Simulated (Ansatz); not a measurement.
A plane-wave DFT run in Ansatz 0.2.0 (scalar-relativistic PAW potentials unless the input names others): input and command.

```yaml
crystal:
  lattice:
    - [4.0082193262, 0.0, 0.0]
    - [0.0, 2.8732815214, 2.8859185184]
    - [0.0, -2.8732815214, 2.8859185184]
  atoms:
    - { symbol: Ba, position: [0.0, 0.0080772002, 0.0080772002] }
    - { symbol: Ti, position: [0.5, 0.5197092998, 0.5197092998] }
    - { symbol: O, position: [0.0, 0.4914553668, 0.5697630434] }
    - { symbol: O, position: [0.5, 0.4938075461, 0.9829991384] }
    - { symbol: O, position: [0.5, 0.9829991384, 0.4938075461] }
  symmetry: { detect: false }
basis:
  ecutwfc: 420
kpoints:
  mp_grid: { grid: [6, 6, 6], shift: [0.5, 0.5, 0.5] }
hamiltonian:
  xc: pbe
  hubbard: { sites: [{ species: Ti, l: d, u_eff: 4.0 }] }
scf:
  occupations: { method: gaussian, width: 0.05 }
  initial_density: { chi_scale: 0.3 }
output:
  forces: true
  eigenvalues: true
  stress: true
```

```bash
ansatz run input.yaml --threads 2 --pin off --max-ram 5120MiB --backend cpu --events-out ev --progress --plain --runs-dir out
```

Abridged log:
```
Ba: projections on atomic orbitals take those of the free atom [Kr 4d10] 5s2 5p6 6s2, of charge +0.00 (hamiltonian.pseudopotentials.projection_atoms); the dataset's partial waves leave at most 9.7e-6 of an orbital's norm unspanned inside its sphere
Ti: projections on atomic orbitals take those of the free atom [Ne] 3s2 3p6 3d2 4s2, of charge +0.00 (hamiltonian.pseudopotentials.projection_atoms); the dataset's partial waves leave at most 4.1e-7 of an orbital's norm unspanned inside its sphere
O: projections on atomic orbitals take those of the free atom [He] 2s2 2p4, of charge +0.00 (hamiltonian.pseudopotentials.projection_atoms); the dataset's partial waves leave at most 1.9e-8 of an orbital's norm unspanned inside its sphere
Pseudopotentials: kind: paw
Pseudopotential: Ba, paw, valence charge 10, recommended cutoff 420 eV (normal)
Pseudopotential: Ti, paw, valence charge 12, recommended cutoff 420 eV (normal)
Pseudopotential: O, paw, valence charge 6, recommended cutoff 420 eV (normal)
Functional definition: PBE
Crystal: 5 atoms, lattice volume = 66.473 Å³
Basis set: ecut = 420 eV, 1333 PW (Γ), exchange–correlation on 54×60×60 points (8 copies of the dense FFT grid, shifted against one another)
Bands: 25, of which v1, the nominal top of the filled ones, is band 20 counted from 1 (19 counted from 0)
Symmetry: 1 space group operations
k-points: 108 of 216 (time reversal used)
Initial density: superposition of atomic densities (chi_scale 0.3, normalization cell, long waves kept (reshape's long-wave potential 0.00 eV rms))
Initial wavefunctions: pseudopotential atomic-orbital guess
Functional: x = pbe(κ = 0.804, μ = 0.21951497), c = pbe(β = 0.06672455)
SCF iter   1: F=—  HF=-10200.578834 eV  |F-HF|=—  |Δ(HF+E_count)|=         —  Δρ=6.78e-1  dr2=3.86e2  ethr=3.10e-3  ⟨swp⟩=10.8  Hψ=21714  notcnv=0
SCF iter   2: F=—  HF=-10174.814951 eV  |F-HF|=—  |Δ(HF+E_count)|=    2.58e1  Δρ=3.29e-1  dr2=5.98e1  ethr=3.10e-3  ⟨swp⟩=13.6  Hψ=23246  notcnv=0  defer=47
SCF iter   3: F=—  HF=-10160.016042 eV  |F-HF|=—  |Δ(HF+E_count)|=    1.48e1  Δρ=1.37e-1  dr2=1.39e1  ethr=3.10e-3  ⟨swp⟩=9.1  Hψ=12247  notcnv=0  defer=149
SCF iter   4: F=—  HF=-10156.408772 eV  |F-HF|=—  |Δ(HF+E_count)|=    3.61e0  Δρ=6.70e-2  dr2=3.40e0  ethr=3.10e-3  ⟨swp⟩=6.6  Hψ=12310  notcnv=0  defer=109
SCF iter   5: F=—  HF=-10155.891133 eV  |F-HF|=—  |Δ(HF+E_count)|=   5.18e-1  Δρ=8.76e-3  dr2=6.17e-2  ethr=3.10e-3  ⟨swp⟩=4.1  Hψ=6407  notcnv=0  defer=110
SCF iter   6: F=—  HF=-10155.898838 eV  |F-HF|=—  |Δ(HF+E_count)|=   7.71e-3  Δρ=1.20e-2  dr2=1.17e-1  ethr=1.54e-4  ⟨swp⟩=3.6  Hψ=5050  notcnv=0  defer=112
SCF iter   7: F=—  HF=-10155.883978 eV  |F-HF|=—  |Δ(HF+E_count)|=   1.49e-2  Δρ=6.61e-3  dr2=3.63e-2  ethr=1.54e-4  ⟨swp⟩=2.6  Hψ=4048  notcnv=0  defer=111
SCF iter   8: F=—  HF=-10155.877796 eV  |F-HF|=—  |Δ(HF+E_count)|=   6.18e-3  Δρ=2.72e-3  dr2=7.06e-3  ethr=9.08e-5  ⟨swp⟩=2.2  Hψ=3908  notcnv=0  defer=108
SCF iter   9: F=—  HF=-10155.875999 eV  |F-HF|=—  |Δ(HF+E_count)|=   1.80e-3  Δρ=6.11e-4  dr2=3.33e-4  ethr=1.76e-5  ⟨swp⟩=2.0  Hψ=4975  notcnv=0  defer=108
SCF iter  10: F=—  HF=-10155.875940 eV  |F-HF|=—  |Δ(HF+E_count)|=   5.92e-5  Δρ=1.32e-4  dr2=1.44e-5  ethr=8.32e-7  ⟨swp⟩=2.1  Hψ=4372  notcnv=0  defer=108
SCF iter  11: F=—  HF=-10155.875938 eV  |F-HF|=—  |Δ(HF+E_count)|=   1.44e-6  Δρ=8.75e-5  dr2=4.57e-6  ethr=3.60e-8  ⟨swp⟩=2.0  Hψ=4286  notcnv=0  defer=108
SCF iter  12: F=—  HF=-10155.875937 eV  |F-HF|=—  |Δ(HF+E_count)|=   9.12e-7  Δρ=1.48e-5  dr2=1.69e-7  ethr=1.14e-8  ⟨swp⟩=2.0  Hψ=4041  notcnv=0  defer=108
SCF iter  13: F=-10155.875937 eV  HF=-10155.875937 eV  |F-HF|=3.24e-10  |Δ(HF+E_count)|=   1.46e-8  Δρ=3.36e-6  dr2=5.37e-9  ethr=2.50e-10  ⟨swp⟩=17.3  Hψ=20298  notcnv=0
SCF 1 converged in 13 iterations: F = -10155.875937 eV  dr2 = 5.37e-9
SCF converged after 13 iterations
Free energy (F): -10155.875937 eV
Harris-Foulkes:  -10155.875937 eV  (|F-HF|=3.24e-10)
Internal energy: -10155.875937 eV  (E = F + TS)
E sigma→0 (E₀):  -10155.875937 eV
Fermi energy:    11.283966 eV
--- Forces (eV/Å), atoms counted from 1 ---
  atom   1  Ba     0.00000010    -0.09203705     0.01861775
  atom   2  Ti    -0.00000030    -0.31937816     0.31444893
  atom   3  O     -0.00000013     1.18317208    -1.10193079
  atom   4  O      0.00000024    -0.89209154     0.89036677
  atom   5  O     -0.00000004     0.12033782    -0.12147787
--- Stress (GPa, compression-positive) ---
        1.436668       0.000000       0.000000
        0.000000       0.919343      -0.236313
        0.000000      -0.236313      -0.302652
  P = ⅓ Tr σ = 0.6845 GPa (6.845 kbar)
Occupation matrices written to <dir>
```

Apart from outputs and empty bands, the input differs from a reference run on usual settings in kpoints.mp_grid.shift: not typed → [0.5, 0.5, 0.5]; crystal.symmetry: not typed → {"detect": false}; scf.initial_density.chi_scale: not typed → 0.3. The reference, at the same geometry (not necessarily relaxed), gave pressure 0.68 GPa, largest force 1.616 eV/Å, gap on the mesh 2.25 eV. This run converged in 13 SCF iterations (reference: 10) with an energy at zero smearing 0.08 meV/atom below the reference's, pressure 0.68 GPa, largest force 1.617 eV/Å, gap on the mesh 2.52 eV.

Time: 28 s on 2 threads of Arm Neoverse V2 (shared host), peak memory 0.5 GiB.